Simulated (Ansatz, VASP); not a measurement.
**One calculation of Mg, two programs**

The input POSCAR:

```
Mg
1.0
   -1.7928697530      1.7928697530      1.7928697530
    1.7928697530     -1.7928697530      1.7928697530
    1.7928697530      1.7928697530     -1.7928697530
Mg
1
Direct
    0.0000000000      0.0000000000      0.0000000000
```

INCAR.step1

```
SYSTEM = Mg
PREC     = Accurate       ! precision mode
ENCUT    = 520            ! plane-wave cutoff, eV
EDIFF    = 1E-5           ! SCF threshold, eV
ISMEAR   = 0              ! smearing method
SIGMA    = 0.05           ! smearing width, eV
LREAL    = .False.        ! projectors in reciprocal space
LASPH    = .True.         ! aspherical terms in the spheres
NELM     = 100            ! most SCF steps
ALGO     = Normal         ! electronic algorithm
ISIF     = 2              ! what is computed and relaxed
LWAVE    = .True.         ! write WAVECAR
GGA      = PE             ! functional
NBANDS   = 7              ! bands
```

The input INCAR.step2:

```
SYSTEM = Mg
PREC     = Accurate       ! precision mode
ENCUT    = 520            ! plane-wave cutoff, eV
EDIFF    = 1E-6           ! SCF threshold, eV
ISMEAR   = 0              ! smearing method
SIGMA    = 0.05           ! smearing width, eV
LREAL    = .False.        ! projectors in reciprocal space
LASPH    = .True.         ! aspherical terms in the spheres
NELM     = 100            ! most SCF steps
ALGO     = Normal         ! electronic algorithm
ISIF     = 2              ! what is computed and relaxed
LWAVE    = .False.        ! write WAVECAR
LCHARG   = .True.         ! write CHGCAR
GGA      = PE             ! functional
LHFCALC  = .True.         ! exact exchange
HFSCREEN = 0.2079         ! screening, 1/A
PRECFOCK = Normal       
LELF     = .True.         ! ELF
LVHAR    = .True.       
ISTART   = 1            
NBANDS   = 7              ! bands
```

Contents of KPOINTS:

```
Automatic mesh
0
Gamma
  8 8 8
  0 0 0
```

Input for Ansatz:

```yaml
crystal:
  lattice:
    - [-1.792869753, 1.792869753, 1.792869753]
    - [1.792869753, -1.792869753, 1.792869753]
    - [1.792869753, 1.792869753, -1.792869753]
  atoms:
    - { symbol: Mg, position: [0.0, 0.0, 0.0] }
basis:
  ecutwfc: 600
  ecutrho_ratio: 5
kpoints:
  mp_grid: { grid: [8, 8, 8] }
hamiltonian:
  xc: hse06
scf:
  occupations: { method: gaussian, width: 0.05 }
output:
  forces: true
  stress: true
  eigenvalues: true
```

Alike in both runs: task single point; functional HSE06; k mesh 8 × 8 × 8; occupations gaussian, width 0.05 eV; no spin polarisation.

|  | VASP | Ansatz |
| --- | --- | --- |
| version | VASP 6.6.1 | Ansatz 0.2.0 |
| potentials or method | VASP PAW PBE potentials, release 64 (Mg) | scalar-relativistic, plane waves, PAW |
| plane-wave cutoff (eV) | 520 | 600 |
| valence electrons in the cell | 2 | 10 |

Ansatz gave:

```
pressure (GPa) : -0.6
```

**Question.** Estimate VASP's values.

**Answer.** Pressure (GPa): -0.7.

With one functional, cell and mesh, what is left measures potentials, basis and numerics. The two sets of potentials don't hold the same shells in valence. Ansatz warned: «filled_band_counts_differ_across_k_points».

Caveats: the PAW data sets were made with another functional, which shifts forces and pressure a little (VASP).
